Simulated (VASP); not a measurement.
Runs of VASP 6.6.1 on KCl (Sylvite). The structure is cubic, space group Fm-3m (No. 225). Conventional cell: a = 6.293 Å, b = 6.293 Å, c = 6.293 Å, α = 90.00°, β = 90.00°, γ = 90.00°. K (site symmetry m-3m) is surrounded by 6 Cl at 3.15 Å. Cl (site symmetry m-3m) is surrounded by 6 K at 3.15 Å. 

```csv
task,level,cell,k mesh,cutoff (eV),smearing,grid for exact exchange (PRECFOCK),exchange at q = 0,share of exact exchange,mesh quality,gap on the mesh (eV),pressure (GPa)
relaxation of cell and atoms,HSEsol,relaxed,4 × 4 × 4,600,fermi-dirac 0.05 eV,Fast,-,-,coarse,(a),0.0
single point,PBE,as given,7 × 7 × 7,520,gaussian 0.023 eV,-,-,-,not flagged,5.19,0.8
single point,PBE,as given,7 × 7 × 7,520,gaussian 0.019 eV,-,-,-,not flagged,5.19,0.8
band structure,r2SCAN-EpsX,as given,4 × 4 × 4,520,fermi-dirac 0.05 eV,Fast,truncated,0.43,coarse,8.83,-0.2
```

Alike in all rows: potentials or basis VASP PAW PBE potentials, release 64 (K_sv, Cl); no spin polarisation.

**Question.** Fill in the values left out.

**Answer.** (a) 6.45.

Caveats: some runs use coarse meshes; the PAW data sets were made with another functional, which shifts forces and pressure a little (some runs); an odd mesh through Γ misses points on the zone boundary, where band edges often lie (some runs).
